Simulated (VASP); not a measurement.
# SnTe (F-43m) in VASP: further runs

The runs below take SnTe through dielectric tensor, with PBEsol.

All numbers are computed with VASP 6.6.1; they aren't measurements. Logs are shortened: lines on timing, memory, paths and dates and some standing lists are left out, and cuts for length are marked.

### 1 The structure

It takes space group F-43m (No. 216, cubic). Conventional cell: a = 7.222 Å, b = 7.222 Å, c = 7.222 Å, α = 90.00°, β = 90.00°, γ = 90.00°. Te (site symmetry -43m) is surrounded by 4 Sn at 3.13 Å. Sn (site symmetry -43m) has 4 Te at 3.13 Å as nearest neighbours.

Measurements of this composition are mostly on another form, of space group No. 225.

### 2 Dielectric tensor, PBEsol

Contents of INCAR:

```
SYSTEM = SnTe
PREC = Accurate
ENCUT = 400
EDIFF = 1E-7
ISMEAR = 0
SIGMA = 0.01
LREAL = .FALSE.
LASPH = .TRUE.
NELM = 100
ALGO = Normal
ISIF = 2
LWAVE = .FALSE.
LCHARG = .FALSE.
GGA = PS
LEPSILON = .TRUE.
```

Contents of KPOINTS:

```
regular mesh
0
G
  8 8 8
  0 0 0
```

Contents of POSCAR:

```
SnTe
1.0
    0.0000000000      3.6111460000      3.6111460000
    3.6111460000      0.0000000000      3.6111460000
    3.6111460000      3.6111460000      0.0000000000
Te Sn
1 1
Direct
    0.2500000000      0.2500000000      0.2500000000
    0.0000000000      0.0000000000      0.0000000000
```

Potentials or basis: VASP PAW PBE potentials, release 64 (Te, Sn_d).

Command:

```sh
cat potpaw_PBE.64/Te/POTCAR potpaw_PBE.64/Sn_d/POTCAR > POTCAR
mpirun -np 1 vasp_std > vasp.out
```

OUTCAR:

```text
SYSTEM = SnTe
   PREC = Accurate
   ENCUT = 400
   EDIFF = 1E-7
   ISMEAR = 0
   LREAL = .FALSE.
   LASPH = .TRUE.
   NELM = 100
   ISIF = 2
   GGA = PS
   LEPSILON = .TRUE.

 Found     29 irreducible k-points:

 Following reciprocal coordinates:
            Coordinates               Weight
  0.000000  0.000000  0.000000      1.000000
  0.125000  0.000000  0.000000      8.000000
  0.250000  0.000000  0.000000      8.000000
  0.375000  0.000000  0.000000      8.000000
  0.500000  0.000000  0.000000      4.000000
  0.125000  0.125000  0.000000      6.000000
   k-points           NKPTS =     29   k-points in BZ     NKDIM =     29   number of bands    NBANDS=     14
   number of dos      NEDOS =    301   number of ions     NIONS =      2
   total plane-waves  NPLWV =  46656
   dimension x,y,z NGX =    36 NGY =   36 NGZ =   36
   dimension x,y,z NGXF=    72 NGYF=   72 NGZF=   72
   ions per type =               1   1
   NGX,Y,Z   is equivalent  to a cutoff of  11.72, 11.72, 11.72 a.u.
   NGXF,Y,Z  is equivalent  to a cutoff of  23.44, 23.44, 23.44 a.u.
 SYSTEM =  SnTe
   PREC   = accura    normal or accurate (medium, high low for compatibility)
   ISTART =      0    job   : 0-new  1-cont  2-samecut
   ICHARG =      2    charge: 1-file 2-atom 10-const
   ISPIN  =      1    spin polarized calculation?
   LNONCOLLINEAR =      F non collinear calculations
   LSORBIT =      F    spin-orbit coupling
   LASPH  =      T    aspherical Exc in radial PAW
   ENCUT  =  400.0 eV  29.40 Ry    5.42 a.u.   8.33  8.33  8.33*2*pi/ulx,y,z
   NELM   =    100;   NELMIN=  2; NELMDL= -5     # of ELM steps
   EDIFF  = 0.1E-06   stopping-criterion for ELM
   LREAL  =      F    real-space projection
   EDIFFG = 0.1E-05   stopping-criterion for IOM
   NSW    =      0    number of steps for IOM
   IBRION =     -1    ionic relax: 0-MD 1-quasi-New 2-CG
   NFREE  =      0    steps in history (QN), initial steepest desc. (CG)
   ISIF   =      2    stress and relaxation
   ISYM   =      2    0-nonsym 1-usesym 2-fastsym
   POTIM  = 0.5000    time-step for ionic-motion
   TEBEG  =    0.0;   TEEND  =   0.0 temperature during run
   PSTRESS=    0.0 pullay stress
   NELECT =      20.0000    total number of electrons
   NUPDOWN=      -1.0000    fix difference up-down
   EMIN   =  10.00;   EMAX   =-10.00  energy-range for DOS
   EFERMI =   0.00;   METHOD = LEGACY
   ISMEAR =     0;   SIGMA  =   0.01  broadening in eV -4-tet -1-fermi 0-gaus
   EFERMI_NEDOS =   21; number of points for ismear=-14 and -15
   IALGO  =     38    algorithm
   IMIX   =      4    mixing-type and parameters
     AMIX     =   0.40;   BMIX     =  1.00
     AMIX_MAG =   1.60;   BMIX_MAG =  1.00
  volume/ion in A,a.u.               =      47.09       317.78
  Fermi-wavevector in a.u.,A,eV,Ry     =   0.976704  1.845704 12.979296  0.953951
  Thomas-Fermi vector in A             =   2.107344
   LORBIT       =      0    0 simple, 1 ext, 2 COOP (PROOUT), +10 PAW based schemes
   GGA     = PS    functional components
   LHFCALC =     F    Hartree Fock is set to
   AEXX    =    0.0000 exact exchange contribution
   IVDW    =     0    specifies the selected vdW correction
   LEPSILON=     T    determine dielectric tensor
   LRPA    =     F    only Hartree local field effects (RPA)
 non-spin polarized calculation
 Gauss-broadening in eV      SIGMA  =   0.01
  energy-cutoff  :      400.00
  volume of cell :       94.18
 maximum number of plane-waves:      1727
 NGX is ok and might be reduce to    36
   NGX = 17   NGY = 17   NGZ = 17

--------------------------------------- Ionic step        1  -------------------------------------------

 number of electron      19.9999988 magnetization

 E-fermi :   3.0882     XC(G=0):  -7.6264

 val. band max:        3.0713056017   @ k =  -0.2500   0.5000   0.2500
 cond. band min:       3.1032687058   @ k =   0.5000   0.5000   0.0000
 fundamental gap:      0.0319631041
 Fermi energy:         3.0882276606

 k-point     1 :       0.0000    0.0000    0.0000
  band No.  band energies     occupation
      1     -18.6597      2.00000
      2     -18.6597      2.00000
      3     -18.6597      2.00000
      4     -18.6504      2.00000
      5     -18.6504      2.00000
      6      -8.5049      2.00000
      7      -2.1770      2.00000
      8       1.1148      2.00000
      9       1.1148      2.00000
     10       1.1148      2.00000
     11       4.0304      0.00000
     12       4.0304      0.00000
     13       4.0304      0.00000
     14       7.0196      0.00000

 k-point     2 :       0.1250    0.0000    0.0000
  band No.  band energies     occupation
      1     -18.6599      2.00000
      2     -18.6595      2.00000
      3     -18.6595      2.00000
      4     -18.6504      2.00000
      5     -18.6504      2.00000
      6      -8.4388      2.00000
      7      -2.4919      2.00000
      8       1.0160      2.00000
      9       1.0160      2.00000
     10       1.1884      2.00000
     11       4.1439      0.00000
     12       4.1944      0.00000
     13       4.1944      0.00000
     14       7.5115      0.00000

 k-point     3 :       0.2500    0.0000    0.0000
  band No.  band energies     occupation
      1     -18.6603      2.00000
      2     -18.6590      2.00000
      3     -18.6590      2.00000
      4     -18.6504      2.00000
      5     -18.6504      2.00000
      6      -8.2639      2.00000
      7      -3.1511      2.00000
      8       0.8124      2.00000
      9       0.8124      2.00000
     10       1.1685      2.00000
     11       4.5251      0.00000
     12       4.5251      0.00000
     13       4.7533      0.00000
     14       8.2969      0.00000

 k-point     4 :       0.3750    0.0000    0.0000
  band No.  band energies     occupation
      1     -18.6608      2.00000
      2     -18.6585      2.00000
      3     -18.6585      2.00000
      4     -18.6503      2.00000
      5     -18.6503      2.00000
      6      -8.0602      2.00000
      7      -3.7439      2.00000
      8       0.6425      2.00000
      9       0.6425      2.00000
     10       1.0361      2.00000
     11       4.7614      0.00000
     12       4.7614      0.00000
     13       5.7755      0.00000
     14       8.4402      0.00000

 k-point     5 :       0.5000    0.0000    0.0000
  band No.  band energies     occupation
      1     -18.6610      2.00000
      2     -18.6584      2.00000
      3     -18.6584      2.00000
      4     -18.6502      2.00000
      5     -18.6502      2.00000
      6      -7.9642      2.00000
      7      -3.9831      2.00000
      8       0.5792      2.00000
      9       0.5792      2.00000
     10       0.9714      2.00000
     11       4.8306      0.00000
     12       4.8306      0.00000
     13       6.4147      0.00000
     14       8.5868      0.00000

 k-point     6 :       0.1250    0.1250    0.0000
  band No.  band energies     occupation
      1     -18.6602      2.00000
      2     -18.6593      2.00000
      3     -18.6593      2.00000
      4     -18.6505      2.00000
      5     -18.6503      2.00000
      6      -8.4164      2.00000
      7      -2.5798      2.00000
      8       0.8586      2.00000
      9       0.8586      2.00000
     10       1.5065      2.00000
     11       3.7400      0.00000
     12       4.4520      0.00000
     13       4.4520      0.00000
     14       7.6724      0.00000

 [... further k-points ...]

  FORCE on cell =-STRESS in cart. coord.  units (eV):
  Direction    XX          YY          ZZ          XY          YZ          ZX
  --------------------------------------------------------------------------------------
  -------------------------------------------------------------------------------------
  Total       -0.8076423     -0.8076423     -0.8076423     -0.0000000     -0.0000000      0.0000000
  in kB      -13.7392963    -13.7392963    -13.7392963     -0.0000000     -0.0000000      0.0000000
  external PRESSURE =     -13.7392963 kB  Pullay stress =       0.0000000 kB

 VOLUME and BASIS-vectors are now :
 -----------------------------------------------------------------------------
  energy-cutoff  :      400.00
  volume of cell :       94.18
      direct lattice vectors                 reciprocal lattice vectors
     0.000000000  3.611146000  3.611146000    -0.138460201  0.138460201  0.138460201
     3.611146000  0.000000000  3.611146000     0.138460201 -0.138460201  0.138460201
     3.611146000  3.611146000  0.000000000     0.138460201  0.138460201 -0.138460201

 POSITION                                       TOTAL-FORCE (eV/Angst)
 -----------------------------------------------------------------------------------
      1.80557      1.80557      1.80557         0.000000      0.000000     -0.000000
      0.00000      0.00000      0.00000        -0.000000     -0.000000      0.000000
 -----------------------------------------------------------------------------------
    total drift:                               -0.000000     -0.000000     -0.000000

  FREE ENERGIE OF THE ION-ELECTRON SYSTEM (eV)
  ---------------------------------------------------
  free  energy   TOTEN  =        -7.6022170158 eV

  energy  without entropy=       -7.6022098013  energy(sigma->0) =       -7.60221341

 HEAD OF MICROSCOPIC STATIC DIELECTRIC TENSOR (INDEPENDENT PARTICLE, excluding Hartree and local field effects)
 ------------------------------------------------------
          14.903077    -0.000000    -0.000000
          -0.000000    14.903077    -0.000000
          -0.000000     0.000000    14.903077
 ------------------------------------------------------

 Free energy of the ion-electron system (eV)
  ---------------------------------------------------
  ---------------------------------------------------
  free energy    TOTEN  =        -3.45062467 eV

  energy without entropy =       -3.45062467

------------------------ aborting loop because EDIFF is reached ----------------------------------------

--------------------------------------- Ionic step        2  -------------------------------------------

------------------------ aborting loop because EDIFF is reached ----------------------------------------

--------------------------------------- Ionic step        3  -------------------------------------------

 Free energy of the ion-electron system (eV)
  ---------------------------------------------------
  ---------------------------------------------------
  free energy    TOTEN  =        -3.45071141 eV

  energy without entropy =       -3.45071141

------------------------ aborting loop because EDIFF is reached ----------------------------------------

 PIEZOELECTRIC TENSOR FIELD DIRECTION 3  (e Angst)
 -----------------------------------------------------------------------------
     0.00739 -5.59970  0.00000           ( -0.00000 -0.02695  0.00000)
    -5.59970  0.00739  0.00000           ( -0.02695 -0.00000  0.00000)
     0.00000  0.00000 -0.01484           (  0.00000  0.00000 -0.00000)

 PIEZOELECTRIC TENSOR FIELD DIRECTION 3  (C/m^2)
 -----------------------------------------------------------------------------
     0.00126 -0.95260  0.00000
    -0.95260  0.00126  0.00000
     0.00000  0.00000 -0.00252

 MACROSCOPIC STATIC DIELECTRIC TENSOR (including local field effects in DFT)
 ------------------------------------------------------
          13.490907    -0.000000     0.000000
           0.000000    13.490907     0.000000
           0.000000    -0.000000    13.490907
 ------------------------------------------------------

 PIEZOELECTRIC TENSOR (including local field effects)  for field in x, y, z        (e  Angst)
          XX          YY          ZZ          XY          YZ          ZX
  --------------------------------------------------------------------------------
  x     0.00000    -0.00000     0.00000     0.00000    -5.58792     0.00000
  y    -0.00000     0.00000     0.00000     0.00000    -0.00000    -5.58792
  z     0.00000     0.00000     0.00000    -5.58792     0.00000     0.00000

 PIEZOELECTRIC TENSOR (including local field effects)  for field in x, y, z        (C/m^2)
          XX          YY          ZZ          XY          YZ          ZX
  --------------------------------------------------------------------------------
  x     0.00000    -0.00000     0.00000     0.00000    -0.95059     0.00000
  y    -0.00000     0.00000     0.00000     0.00000    -0.00000    -0.95059
  z     0.00000     0.00000     0.00000    -0.95059     0.00000     0.00000

 BORN EFFECTIVE CHARGES (including local field effects) (in |e|, cummulative output)
 ---------------------------------------------------------------------------------
 ion    1
    1    -2.15107    -0.00000    -0.00000
    2     0.00000    -2.15107     0.00000
    3     0.00000     0.00000    -2.15107
 ion    2
    1     2.15107     0.00000     0.00000
    2    -0.00000     2.15107    -0.00000
    3    -0.00000    -0.00000     2.15107
```

Wall time 4.8 min (1 thread of Intel Xeon Platinum 8488C (Sapphire Rapids), shared host); peak memory 0.4 GiB.

These settings aren't checked as converged: the numbers below hold their error.

Results:

```
Band gap on the k mesh                  : 0.03 eV, indirect (least direct gap 0.76 eV)
Electronic dielectric tensor (diagonal) : 13.49
Born charges (mean of the diagonal)     : Te -2.15; Sn +2.15 e
```

Caveat: the gap is small at this level, which inflates the dielectric constant; the PAW data sets were made with another functional, which shifts forces and pressure a little; spin-orbit coupling is left out, which moves the levels of the heavy elements.

### 3 Dielectric tensor, PBEsol

INCAR, as its differences from that of step 2:

```diff
@@ -3,6 +3,6 @@
 ENCUT = 400
-EDIFF = 1E-7
+EDIFF = 1E-8
 ISMEAR = 0
 SIGMA = 0.01
-LREAL = .FALSE.
+LREAL = Auto
 LASPH = .TRUE.
```

KPOINTS is that of step 2.

POSCAR is that of step 2.

Potentials or basis: VASP PAW PBE potentials, release 64 (Te, Sn_d).

Command:

```sh
cat potpaw_PBE.64/Te/POTCAR potpaw_PBE.64/Sn_d/POTCAR > POTCAR
mpirun -np 1 vasp_std > vasp.out
```

OUTCAR:

```text
SYSTEM = SnTe
   PREC = Accurate
   ENCUT = 400
   EDIFF = 1E-8
   ISMEAR = 0
   LREAL = Auto
   LASPH = .TRUE.
   NELM = 100
   ISIF = 2
   GGA = PS
   LEPSILON = .TRUE.

 Found     29 irreducible k-points:

 Following reciprocal coordinates:
            Coordinates               Weight
  0.000000  0.000000  0.000000      1.000000
  0.125000  0.000000  0.000000      8.000000
  0.250000  0.000000  0.000000      8.000000
  0.375000  0.000000  0.000000      8.000000
  0.500000  0.000000  0.000000      4.000000
  0.125000  0.125000  0.000000      6.000000
   k-points           NKPTS =     29   k-points in BZ     NKDIM =     29   number of bands    NBANDS=     14
   number of dos      NEDOS =    301   number of ions     NIONS =      2
   total plane-waves  NPLWV =  46656
   dimension x,y,z NGX =    36 NGY =   36 NGZ =   36
[... 240 lines left out ...]
    -0.95255  0.00126  0.00000
     0.00000  0.00000 -0.00252

 MACROSCOPIC STATIC DIELECTRIC TENSOR (including local field effects in DFT)
 ------------------------------------------------------
          13.490301    -0.000000     0.000000
          -0.000000    13.490301    -0.000000
          -0.000000    -0.000000    13.490301
 ------------------------------------------------------

 PIEZOELECTRIC TENSOR (including local field effects)  for field in x, y, z        (e  Angst)
          XX          YY          ZZ          XY          YZ          ZX
  --------------------------------------------------------------------------------
  x    -0.00000     0.00000     0.00000     0.00000    -5.58762     0.00000
  y    -0.00000     0.00000    -0.00000     0.00000     0.00000    -5.58762
  z     0.00000     0.00000    -0.00000    -5.58762     0.00000     0.00000

 PIEZOELECTRIC TENSOR (including local field effects)  for field in x, y, z        (C/m^2)
          XX          YY          ZZ          XY          YZ          ZX
  --------------------------------------------------------------------------------
  x    -0.00000     0.00000     0.00000     0.00000    -0.95054     0.00000
  y    -0.00000     0.00000    -0.00000     0.00000     0.00000    -0.95054
  z     0.00000     0.00000    -0.00000    -0.95054     0.00000     0.00000

 BORN EFFECTIVE CHARGES (including local field effects) (in |e|, cummulative output)
 ---------------------------------------------------------------------------------
 ion    1
    1    -2.15121     0.00000     0.00000
    2     0.00000    -2.15121     0.00000
    3     0.00000     0.00000    -2.15121
 ion    2
    1     2.15121     0.00000     0.00000
    2     0.00000     2.15121     0.00000
    3     0.00000     0.00000     2.15121
```

Wall time 7 min (1 thread of Intel Xeon Platinum 8488C (Sapphire Rapids), shared host); peak memory 0.34 GiB.

These settings aren't checked as converged: the numbers below hold their error.

Results:

```
Band gap on the k mesh                  : 0.03 eV, indirect (least direct gap 0.76 eV)
Electronic dielectric tensor (diagonal) : 13.49
Born charges (mean of the diagonal)     : Te -2.15; Sn +2.15 e
```

Caveat: the gap is small at this level, which inflates the dielectric constant; the PAW data sets were made with another functional, which shifts forces and pressure a little; spin-orbit coupling is left out, which moves the levels of the heavy elements.

(Part 1 of 2 ends here.)
